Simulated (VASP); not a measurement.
# KF (Carobbiite) (Fm-3m) in VASP: a series of runs

One crystal, KF (Carobbiite), is run at these levels: PBEsol; tasks: single point.

Everything below comes from runs of VASP 6.6.1. Logs are shortened: lines on timing, memory, paths and dates and some standing lists are left out, and cuts for length are marked.

### Step 1. The structure

The structure is cubic, space group Fm-3m (No. 225). Conventional cell: a = 5.344 Å, b = 5.344 Å, c = 5.344 Å, α = 90.00°, β = 90.00°, γ = 90.00°. Around K (site symmetry m-3m) lie 6 F at 2.67 Å. F (site symmetry m-3m) has 6 K at 2.67 Å as nearest neighbours.

### Step 2. Single point, PBEsol

File INCAR:

```
ADDGRID = F
ALGO = Normal
EDIFF = 1E-5
ENCUT = 460
GGA = PS
ISIF = 2
ISMEAR = 0
LASPH = T
LCHARG = F
LREAL = F
LWAVE = F
NBANDS = 15
NELM = 100
PREC = Accurate
SIGMA = 0.05
```

File KPOINTS:

```
k-points
0
Gamma
  5 5 5
```

File POSCAR:

```
KF
1.0
    0.0000000000      2.6718500000      2.6718500000
    2.6718500000      0.0000000000      2.6718500000
    2.6718500000      2.6718500000      0.0000000000
K F
1 1
Direct
    0.0000000000      0.0000000000      0.0000000000
    0.5000000000      0.5000000000      0.5000000000
```

Potentials or basis: VASP PAW PBE potentials, release 64 (K_sv, F).

Launch:

```console
cat potpaw_PBE.64/K_sv/POTCAR potpaw_PBE.64/F/POTCAR > POTCAR
mpirun -np 1 vasp_std > vasp.out
```

OUTCAR:

```text
EDIFF = 1E-5
   ENCUT = 460
   GGA = PS
   ISIF = 2
   ISMEAR = 0
   LASPH = T
   LREAL = F
   NELM = 100
   PREC = Accurate

 Found     10 irreducible k-points:

 Following reciprocal coordinates:
            Coordinates               Weight
  0.000000  0.000000  0.000000      1.000000
  0.200000  0.000000  0.000000      8.000000
  0.400000  0.000000  0.000000      8.000000
  0.200000  0.200000  0.000000      6.000000
  0.400000  0.200000  0.000000     24.000000
 -0.400000  0.200000  0.000000     24.000000
   k-points           NKPTS =     10   k-points in BZ     NKDIM =     10   number of bands    NBANDS=     15
   number of dos      NEDOS =    301   number of ions     NIONS =      2
   total plane-waves  NPLWV =  21952
   dimension x,y,z NGX =    28 NGY =   28 NGZ =   28
   dimension x,y,z NGXF=    56 NGYF=   56 NGZF=   56
   ions per type =               1   1
   NGX,Y,Z   is equivalent  to a cutoff of  12.32, 12.32, 12.32 a.u.
   NGXF,Y,Z  is equivalent  to a cutoff of  24.64, 24.64, 24.64 a.u.
 SYSTEM =  unknown system
   PREC   = accura    normal or accurate (medium, high low for compatibility)
   ISTART =      0    job   : 0-new  1-cont  2-samecut
   ICHARG =      2    charge: 1-file 2-atom 10-const
   ISPIN  =      1    spin polarized calculation?
   LNONCOLLINEAR =      F non collinear calculations
   LSORBIT =      F    spin-orbit coupling
   LASPH  =      T    aspherical Exc in radial PAW
   ENCUT  =  460.0 eV  33.81 Ry    5.81 a.u.   6.61  6.61  6.61*2*pi/ulx,y,z
   NELM   =    100;   NELMIN=  2; NELMDL= -5     # of ELM steps
   EDIFF  = 0.1E-04   stopping-criterion for ELM
   LREAL  =      F    real-space projection
   EDIFFG = 0.1E-03   stopping-criterion for IOM
   NSW    =      0    number of steps for IOM
   IBRION =     -1    ionic relax: 0-MD 1-quasi-New 2-CG
   NFREE  =      0    steps in history (QN), initial steepest desc. (CG)
   ISIF   =      2    stress and relaxation
   ISYM   =      2    0-nonsym 1-usesym 2-fastsym
   POTIM  = 0.5000    time-step for ionic-motion
   TEBEG  =    0.0;   TEEND  =   0.0 temperature during run
   PSTRESS=    0.0 pullay stress
   NELECT =      16.0000    total number of electrons
   NUPDOWN=      -1.0000    fix difference up-down
   EMIN   =  10.00;   EMAX   =-10.00  energy-range for DOS
   EFERMI =   0.00;   METHOD = LEGACY
   ISMEAR =     0;   SIGMA  =   0.05  broadening in eV -4-tet -1-fermi 0-gaus
   EFERMI_NEDOS =   21; number of points for ismear=-14 and -15
   IALGO  =     38    algorithm
   IMIX   =      4    mixing-type and parameters
     AMIX     =   0.40;   BMIX     =  1.00
     AMIX_MAG =   1.60;   BMIX_MAG =  1.00
  volume/ion in A,a.u.               =      19.07       128.72
  Fermi-wavevector in a.u.,A,eV,Ry     =   1.225442  2.315750 20.431978  1.501708
  Thomas-Fermi vector in A             =   2.360480
   LORBIT       =      0    0 simple, 1 ext, 2 COOP (PROOUT), +10 PAW based schemes
   GGA     = PS    functional components
   LHFCALC =     F    Hartree Fock is set to
   AEXX    =    0.0000 exact exchange contribution
   IVDW    =     0    specifies the selected vdW correction
   LEPSILON=     F    determine dielectric tensor
   LRPA    =     F    only Hartree local field effects (RPA)
 non-spin polarized calculation
 Gauss-broadening in eV      SIGMA  =   0.05
  energy-cutoff  :      460.00
  volume of cell :       38.15
 maximum number of plane-waves:       872
 NGX is ok and might be reduce to    28
   NGX = 13   NGY = 13   NGZ = 13

 number of electron      16.0000002 magnetization

 Free energy of the ion-electron system (eV)
  ---------------------------------------------------
  ext. energy  EPLUGINS =         0.00000000
  ---------------------------------------------------
  free energy    TOTEN  =        -8.52184829 eV

  energy without entropy =       -8.52184829  energy(sigma->0) =       -8.52184829

 E-fermi :  -2.5858     XC(G=0):  -8.6091

 val. band max:       -2.9143596940   @ k =   0.0000   0.0000   0.0000
 cond. band min:       3.1202284275   @ k =   0.0000   0.0000   0.0000
 fundamental gap:      6.0345881215
 Fermi energy:        -2.5857980455

 k-point     1 :       0.0000    0.0000    0.0000
  band No.  band energies     occupation
      1     -28.8723      2.00000
      2     -21.4391      2.00000
      3     -12.1835      2.00000
      4     -12.1835      2.00000
      5     -12.1835      2.00000
      6      -2.9144      2.00000
      7      -2.9144      2.00000
      8      -2.9144      2.00000
      9       3.1202      0.00000
     10       7.7271      0.00000
     11       7.7271      0.00000
     12       7.7271      0.00000
     13       9.4017      0.00000
     14       9.4017      0.00000
     15      13.8064      0.00000

 k-point     2 :       0.2000    0.0000    0.0000
  band No.  band energies     occupation
      1     -28.8387      2.00000
      2     -21.4702      2.00000
      3     -12.2819      2.00000
      4     -12.1965      2.00000
      5     -12.1965      2.00000
      6      -3.2366      2.00000
      7      -3.0406      2.00000
      8      -3.0406      2.00000
      9       4.1612      0.00000
     10       7.2185      0.00000
     11       8.2357      0.00000
     12       8.2357      0.00000
     13       9.7808      0.00000
     14       9.7808      0.00000
     15      15.4096      0.00000

 k-point     3 :       0.4000    0.0000    0.0000
  band No.  band energies     occupation
      1     -28.7835      2.00000
      2     -21.5196      2.00000
      3     -12.4382      2.00000
      4     -12.2172      2.00000
      5     -12.2172      2.00000
      6      -3.6609      2.00000
      7      -3.2361      2.00000
      8      -3.2361      2.00000
      9       5.8686      0.00000
     10       7.2667      0.00000
     11       9.0264      0.00000
     12       9.0264      0.00000
     13      10.9881      0.00000
     14      10.9881      0.00000
     15      13.8871      0.00000

 k-point     4 :       0.2000    0.2000    0.0000
  band No.  band energies     occupation
      1     -28.8288      2.00000
      2     -21.4677      2.00000
      3     -12.2665      2.00000
      4     -12.2585      2.00000
      5     -12.2585      2.00000
      6      -3.3569      2.00000
      7      -2.9522      2.00000
      8      -2.9522      2.00000
      9       4.3831      0.00000
     10       6.5575      0.00000
     11       8.7231      0.00000
     12       8.7231      0.00000
     13       9.6857      0.00000
     14       9.7933      0.00000
     15      16.0779      0.00000

 k-point     5 :       0.4000    0.2000    0.0000
  band No.  band energies     occupation
      1     -28.7829      2.00000
      2     -21.4916      2.00000
      3     -12.4554      2.00000
      4     -12.3143      2.00000
      5     -12.2952      2.00000
      6      -3.4506      2.00000
      7      -3.1322      2.00000
      8      -3.0736      2.00000
      9       5.8887      0.00000
     10       6.3265      0.00000
     11       9.0097      0.00000
     12       9.4955      0.00000
     13      10.5611      0.00000
     14      10.7608      0.00000
     15      14.1850      0.00000

 k-point     6 :      -0.4000    0.2000    0.0000
  band No.  band energies     occupation
      1     -28.7643      2.00000
      2     -21.5080      2.00000
      3     -12.5071      2.00000
      4     -12.3677      2.00000
      5     -12.2566      2.00000
      6      -3.5364      2.00000
      7      -3.2303      2.00000
      8      -3.1595      2.00000
      9       6.3145      0.00000
     10       7.1817      0.00000
     11       8.7829      0.00000
     12       9.6322      0.00000
     13      10.9932      0.00000
     14      11.8958      0.00000
     15      12.6127      0.00000

 [... further k-points ...]

------------------------ aborting loop because EDIFF is reached ----------------------------------------

  FORCE on cell =-STRESS in cart. coord.  units (eV):
  Direction    XX          YY          ZZ          XY          YZ          ZX
  --------------------------------------------------------------------------------------
  -------------------------------------------------------------------------------------
  Total       -0.3492500     -0.3492500     -0.3492500     -0.0000000      0.0000000     -0.0000000
  in kB      -14.6683321    -14.6683321    -14.6683321     -0.0000000      0.0000000     -0.0000000
  external PRESSURE =     -14.6683321 kB  Pullay stress =       0.0000000 kB

 VOLUME and BASIS-vectors are now :
 -----------------------------------------------------------------------------
  energy-cutoff  :      460.00
  volume of cell :       38.15
      direct lattice vectors                 reciprocal lattice vectors
     0.000000000  2.671850000  2.671850000    -0.187136254  0.187136254  0.187136254
     2.671850000  0.000000000  2.671850000     0.187136254 -0.187136254  0.187136254
     2.671850000  2.671850000  0.000000000     0.187136254  0.187136254 -0.187136254

 POSITION                                       TOTAL-FORCE (eV/Angst)
 -----------------------------------------------------------------------------------
      0.00000      0.00000      0.00000        -0.000000      0.000000      0.000000
      2.67185      2.67185      2.67185         0.000000     -0.000000     -0.000000
 -----------------------------------------------------------------------------------
    total drift:                                0.000000      0.000000      0.000000

  FREE ENERGIE OF THE ION-ELECTRON SYSTEM (eV)
  ---------------------------------------------------
  free  energy   TOTEN  =        -8.5218482928 eV

  energy  without entropy=       -8.5218482928  energy(sigma->0) =       -8.52184829
```

Wall time 5.2 s (1 thread of Intel Xeon Platinum 8488C (Sapphire Rapids), shared host); peak memory 0.15 GiB.

The run converged, but some of its settings lie outside the range that counts as converged, so its numbers aren't taken as properties of the crystal.

Results:

```yaml
Free_energy: -8.5218 eV
Pressure: -1.5 GPa
Band_gap_on_the_k_mesh: 6.03 eV, direct
```

Caveat: the cutoff is under 1.25 times the usual one of these potentials, so pressure, stress and relaxed cells hold a basis-set (Pulay) error; the PAW data sets were made with another functional, which shifts forces and pressure a little.

### Step 3. Single point, PBEsol

INCAR: that of step 2 with these lines changed.

```diff
@@ -1,4 +1,4 @@
-ADDGRID = F
+ADDGRID = T
 ALGO = Normal
-EDIFF = 1E-5
+EDIFF = 1E-6
 ENCUT = 460
```

KPOINTS is that of step 2.

POSCAR is that of step 2.

Potentials or basis: VASP PAW PBE potentials, release 64 (K_sv, F).

Launch:

```console
cat potpaw_PBE.64/K_sv/POTCAR potpaw_PBE.64/F/POTCAR > POTCAR
mpirun -np 1 vasp_std > vasp.out
```

OUTCAR:

```text
EDIFF = 1E-6
   ENCUT = 460
   GGA = PS
   ISIF = 2
   ISMEAR = 0
   LASPH = T
   LREAL = F
   NELM = 100
   PREC = Accurate

 Found     10 irreducible k-points:

 Following reciprocal coordinates:
            Coordinates               Weight
  0.000000  0.000000  0.000000      1.000000
  0.200000  0.000000  0.000000      8.000000
  0.400000  0.000000  0.000000      8.000000
  0.200000  0.200000  0.000000      6.000000
  0.400000  0.200000  0.000000     24.000000
 -0.400000  0.200000  0.000000     24.000000
   k-points           NKPTS =     10   k-points in BZ     NKDIM =     10   number of bands    NBANDS=     15
   number of dos      NEDOS =    301   number of ions     NIONS =      2
   total plane-waves  NPLWV =  21952
   dimension x,y,z NGX =    28 NGY =   28 NGZ =   28
   dimension x,y,z NGXF=    56 NGYF=   56 NGZF=   56
   ions per type =               1   1
   NGX,Y,Z   is equivalent  to a cutoff of  12.32, 12.32, 12.32 a.u.
   NGXF,Y,Z  is equivalent  to a cutoff of  24.64, 24.64, 24.64 a.u.
 SYSTEM =  unknown system
   PREC   = accura    normal or accurate (medium, high low for compatibility)
   ISTART =      0    job   : 0-new  1-cont  2-samecut
   ICHARG =      2    charge: 1-file 2-atom 10-const
   ISPIN  =      1    spin polarized calculation?
   LNONCOLLINEAR =      F non collinear calculations
   LSORBIT =      F    spin-orbit coupling
   LASPH  =      T    aspherical Exc in radial PAW
   ENCUT  =  460.0 eV  33.81 Ry    5.81 a.u.   6.61  6.61  6.61*2*pi/ulx,y,z
   NELM   =    100;   NELMIN=  2; NELMDL= -5     # of ELM steps
   EDIFF  = 0.1E-05   stopping-criterion for ELM
   LREAL  =      F    real-space projection
   EDIFFG = 0.1E-04   stopping-criterion for IOM
   NSW    =      0    number of steps for IOM
   IBRION =     -1    ionic relax: 0-MD 1-quasi-New 2-CG
   NFREE  =      0    steps in history (QN), initial steepest desc. (CG)
   ISIF   =      2    stress and relaxation
   ISYM   =      2    0-nonsym 1-usesym 2-fastsym
   POTIM  = 0.5000    time-step for ionic-motion
   TEBEG  =    0.0;   TEEND  =   0.0 temperature during run
   PSTRESS=    0.0 pullay stress
   NELECT =      16.0000    total number of electrons
   NUPDOWN=      -1.0000    fix difference up-down
   EMIN   =  10.00;   EMAX   =-10.00  energy-range for DOS
   EFERMI =   0.00;   METHOD = LEGACY
   ISMEAR =     0;   SIGMA  =   0.05  broadening in eV -4-tet -1-fermi 0-gaus
   EFERMI_NEDOS =   21; number of points for ismear=-14 and -15
[... 20 lines left out ...]
   NGX = 13   NGY = 13   NGZ = 13

 number of electron      16.0000000 magnetization

 Free energy of the ion-electron system (eV)
  ---------------------------------------------------
  ext. energy  EPLUGINS =         0.00000000
  ---------------------------------------------------
  free energy    TOTEN  =        -8.52184404 eV

  energy without entropy =       -8.52184404  energy(sigma->0) =       -8.52184404

 E-fermi :  -2.5838     XC(G=0):  -8.6080

 val. band max:       -2.9122141805   @ k =   0.0000   0.0000   0.0000
 cond. band min:       3.1221063217   @ k =   0.0000   0.0000   0.0000
 fundamental gap:      6.0343205022
 Fermi energy:        -2.5838451748

 k-point     1 :       0.0000    0.0000    0.0000
  band No.  band energies     occupation
      1     -28.8731      2.00000
      2     -21.4368      2.00000
      3     -12.1841      2.00000
      4     -12.1841      2.00000
      5     -12.1841      2.00000
      6      -2.9122      2.00000
      7      -2.9122      2.00000
      8      -2.9122      2.00000
      9       3.1221      0.00000
     10       7.7272      0.00000
     11       7.7272      0.00000
     12       7.7272      0.00000
     13       9.4015      0.00000
     14       9.4015      0.00000
[... 77 lines left out ...]
      2     -21.5057      2.00000
      3     -12.5077      2.00000
      4     -12.3683      2.00000
      5     -12.2573      2.00000
      6      -3.5344      2.00000
      7      -3.2282      2.00000
      8      -3.1574      2.00000
      9       6.3163      0.00000
     10       7.1836      0.00000
     11       8.7831      0.00000
     12       9.6322      0.00000
     13      10.9930      0.00000
     14      11.8959      0.00000
     15      12.6129      0.00000

 [... further k-points ...]

------------------------ aborting loop because EDIFF is reached ----------------------------------------

  FORCE on cell =-STRESS in cart. coord.  units (eV):
  Direction    XX          YY          ZZ          XY          YZ          ZX
  --------------------------------------------------------------------------------------
  -------------------------------------------------------------------------------------
  Total       -0.3538709     -0.3538709     -0.3538709      0.0000000      0.0000000     -0.0000000
  in kB      -14.8624074    -14.8624074    -14.8624074      0.0000000      0.0000000     -0.0000000
  external PRESSURE =     -14.8624074 kB  Pullay stress =       0.0000000 kB

 VOLUME and BASIS-vectors are now :
 -----------------------------------------------------------------------------
  energy-cutoff  :      460.00
  volume of cell :       38.15
      direct lattice vectors                 reciprocal lattice vectors
     0.000000000  2.671850000  2.671850000    -0.187136254  0.187136254  0.187136254
     2.671850000  0.000000000  2.671850000     0.187136254 -0.187136254  0.187136254
     2.671850000  2.671850000  0.000000000     0.187136254  0.187136254 -0.187136254

 POSITION                                       TOTAL-FORCE (eV/Angst)
 -----------------------------------------------------------------------------------
      0.00000      0.00000      0.00000        -0.000000     -0.000000      0.000000
      2.67185      2.67185      2.67185         0.000000      0.000000     -0.000000
 -----------------------------------------------------------------------------------
    total drift:                                0.000000      0.000000      0.000000

  FREE ENERGIE OF THE ION-ELECTRON SYSTEM (eV)
  ---------------------------------------------------
  free  energy   TOTEN  =        -8.5218440416 eV

  energy  without entropy=       -8.5218440416  energy(sigma->0) =       -8.52184404
```

OSZICAR:

```text
N       E                     dE             d eps       ncg     rms          rms(c)
DAV:   1     0.100126220432E+03    0.10013E+03   -0.76304E+03   300   0.940E+02
DAV:   2    -0.563959644514E+01   -0.10577E+03   -0.98437E+02   384   0.273E+02
DAV:   3    -0.954063598450E+01   -0.39010E+01   -0.38892E+01   370   0.462E+01
DAV:   4    -0.963895960002E+01   -0.98324E-01   -0.98299E-01   411   0.727E+00
DAV:   5    -0.964253202220E+01   -0.35724E-02   -0.35724E-02   395   0.105E+00    0.584E+00
DAV:   6    -0.856348488041E+01    0.10790E+01   -0.29343E+00   321   0.137E+01    0.406E+00
DAV:   7    -0.852755673320E+01    0.35928E-01   -0.64107E-02   363   0.217E+00    0.232E+00
DAV:   8    -0.851972606171E+01    0.78307E-02   -0.49602E-02   349   0.218E+00    0.203E-01
DAV:   9    -0.852124997332E+01   -0.15239E-02   -0.43515E-03   356   0.543E-01    0.123E-01
DAV:  10    -0.852162474574E+01   -0.37477E-03   -0.36408E-04   335   0.168E-01    0.799E-02
DAV:  11    -0.852184430782E+01   -0.21956E-03   -0.20718E-04   307   0.105E-01    0.148E-02
DAV:  12    -0.852184383557E+01    0.47225E-06   -0.10832E-05   377   0.324E-02    0.490E-03
DAV:  13    -0.852184404164E+01   -0.20607E-06   -0.24369E-06   314   0.132E-02
   1 F= -.85218440E+01 E0= -.85218440E+01  d E =-.125670E-21
```

stdout:

```text
POSCAR found type information on POSCAR K F
 POSCAR found :  2 types and       2 ions
 scaLAPACK will be used
 -----------------------------------------------------------------------------
|                                                                             |
|                                                                             |
|     You enforced a specific xc type in the INCAR file but a different       |
|     I HOPE YOU KNOW WHAT YOU ARE DOING!                                     |
|                                                                             |
 -----------------------------------------------------------------------------

 LDA part: xc-table for (Slater+PW92), standard interpolation
 POSCAR, INCAR and KPOINTS ok, starting setup
 FFT: planning ... GRIDC
 FFT: planning ... GRID_SOFT
 FFT: planning ... GRID
 WAVECAR not read
 entering main loop
```

It took 8.2 s on 1 thread of Intel Xeon Platinum 8488C (Sapphire Rapids), shared host; peak memory 0.23 GiB.

The run converged, but some of its settings lie outside the range that counts as converged, so its numbers aren't taken as properties of the crystal.

Results:

```
Free energy            : -8.5218 eV
Pressure               : -1.5 GPa
Band gap on the k mesh : 6.03 eV, direct
```

Caveat: the cutoff is under 1.25 times the usual one of these potentials, so pressure, stress and relaxed cells hold a basis-set (Pulay) error; the PAW data sets were made with another functional, which shifts forces and pressure a little.

### Step 4. The reference run

An earlier run on the cell as given: functional PBE; potentials or basis VASP PAW PBE potentials, release 64 (K_sv, F); cutoff 520 eV; k mesh 9 × 9 × 9; occupations fermi-dirac, width 0.05 eV; no spin polarisation.

* Pressure: 1.4 GPa
* Band gap on the k mesh: 6.17 eV, direct
